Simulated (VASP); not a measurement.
Here is a VASP 6.6.1 calculation.

INCAR

```
ALGO     = Normal         # electronic algorithm
EDIFF    = 1E-6           # SCF threshold, eV
EDIFFG   = -0.005         # ionic threshold
ENCUT    = 600            # plane-wave cutoff, eV
IBRION   = 2              # ionic algorithm
ISIF     = 3              # what is computed and relaxed
ISMEAR   = 0              # smearing method
LASPH    = True           # aspherical terms in the spheres
LCHARG   = False          # write CHGCAR
LREAL    = False          # projectors in reciprocal space
LWAVE    = False          # write WAVECAR
NELM     = 120            # most SCF steps
NSW      = 40             # ionic steps
PREC     = Accurate       # precision mode
SIGMA    = 0.02           # smearing width, eV
```

The input KPOINTS:

```
k-points
0
Gamma
  10 10 10
```

The input POSCAR:

```
HfO2
1.0
    0.0000000000      2.5150000000      2.5150000000
    2.5150000000      0.0000000000      2.5150000000
    2.5150000000      2.5150000000      0.0000000000
Hf O
1 2
Direct
    0.0000000000      0.0000000000      0.0000000000
    0.2500000000      0.2500000000      0.2500000000
    0.7500000000      0.7500000000      0.7500000000
```

Potentials or basis: VASP PAW LDA potentials, release 64 (Hf_pv, O).

Launch:

```sh
$ cat potpaw_LDA.64/Hf_pv/POTCAR potpaw_LDA.64/O/POTCAR > POTCAR
$ mpirun -np 1 vasp_std > vasp.out
```

(1) Predict the band gap on the k mesh.

(2) Estimate the relaxed volume.

Answers

(1) 3.74 eV, direct.

(2) 10.30 Å³/atom.

Caveat: spin-orbit coupling is left out, which moves the levels of the heavy elements.
